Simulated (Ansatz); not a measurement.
## LiH: moving H off its site

LiH, Fm-3m, a = 4.065 Å (as given, not relaxed at this level: -3.9 GPa). Ansatz: LDA, PAW, 420 eV, Γ-centred 10×10×10 mesh on 2 atoms, Gaussian smearing 0.05 eV; no spin polarisation.

```yaml
crystal:
  lattice:
    - [0.00000, 2.03250, 2.03250]
    - [2.03250, 0.00000, 2.03250]
    - [2.03250, 2.03250, 0.00000]
  atoms:
    - { symbol: Li, position: [0.00000, 0.00000, 0.00000] }
    - { symbol: H, position: [0.50000, 0.50000, 0.50000] }
```

Atom 2 (H) moves by x along the unit vector (0.577, 0.577, 0.577), with its periodic images; all else is held. y is the free energy of the cell over the start, F the force along the path summed over the moved atoms. Symmetry makes y even in x.

```
 x (Å) y (meV) F (eV/Å)
-0.200    18.34      0.18
-0.100     4.60      0.09
 0.000     0.00      0.00
 0.025     0.29     -0.02
 0.050        ?         ?
 0.075     2.59     -0.07
 0.125     7.18     -0.11
 0.150    10.34     -0.14
 0.175    14.06     -0.16
```

Task: Fit y = c2 x² + c4 x⁴ to the energies of the other rows, give the force constant, and predict energy and force of the missing row.

Result: Least squares on the rows shown. y = 460.60 x² − 51.606 x⁴. The force constant is 2 c2 = 0.921 eV/Å², for the cell as given, at -3.9 GPa (for all images moving together, not for a lone atom). With two atoms in a cubic cell this is the optical mode at Γ without the LO field: ω = 521.5 √(2 c2/μ) = 534 cm⁻¹ for μ = 0.88 u. The force −dy/dx at the missing row is -0.05 eV/Å (computed -0.05). At x = 0.050 the fit asked for gives 1.15 meV. The run gave 1.15 meV, the same to the digits shown.